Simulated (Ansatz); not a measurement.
MoS2:

```
Mo S
1.0
     3.16900    0.00000    0.00000
    -1.58450    2.74443    0.00000
     0.00000    0.00000   12.32400
Mo S
2 4
Direct
  0.66667 0.33333 0.75000
  0.33333 0.66667 0.25000
  0.66667 0.33333 0.37700
  0.33333 0.66667 0.87700
  0.66667 0.33333 0.12300
  0.33333 0.66667 0.62300
```

- Program: Ansatz 0.2.0
- Task: single point
- Functional: PBEsol
- Potentials or basis: all-electron LAPW, scalar-relativistic
- Cutoff: 261 eV (chosen from the basis error)
- Basis error allowed: 0.001 eV/atom
- k mesh: 10 × 10 × 3
- Occupations: fermi-dirac, width 0.05 eV
- Spin: no spin polarisation

On this cell: pressure -2.9 GPa; largest force 0.313 eV/Å; band gap on the k mesh 0.89 eV, indirect (least direct gap 1.87 eV).

The same run follows on a disturbed copy (atoms moved at random, drawn with an rms of 0.05 Å):

```
CELL_PARAMETERS angstrom
3.16900 0.00000 0.00000
-1.58450 2.74443 0.00000
0.00000 0.00000 12.32400
ATOMIC_POSITIONS crystal
Mo 0.68274 0.33982 0.75201
Mo 0.33925 0.65234 0.25137
S 0.66681 0.34133 0.37882
S 0.32838 0.64731 0.87916
S 0.67197 0.34127 0.12367
S 0.34598 0.67013 0.62281
```

Question: What changes?

Answer: The energy moves by +17.5 meV/atom; pressure -3.7 GPa; largest force 1.479 eV/Å; band gap on the k mesh 0.86 eV, indirect (least direct gap 1.74 eV).

Forces in eV/Å, atoms in the order of the input:
```
Mo  -0.324 -0.750 -0.412
Mo  -0.897  1.174 -0.062
S    0.533 -0.593 -0.347
S    0.263  0.643 -0.337
S    0.368 -0.581  0.408
S    0.057  0.106  0.749
```

Stress tensor (GPa, compression positive):
```
-2.79 -0.25  0.83
-0.25 -4.55  1.17
 0.83  1.17 -3.69
```

Caveats: an odd mesh through Γ misses points on the zone boundary, where band edges often lie; this functional lacks dispersion, which binds the layers, so the pressure and a relaxed spacing across them are unreliable (some runs).
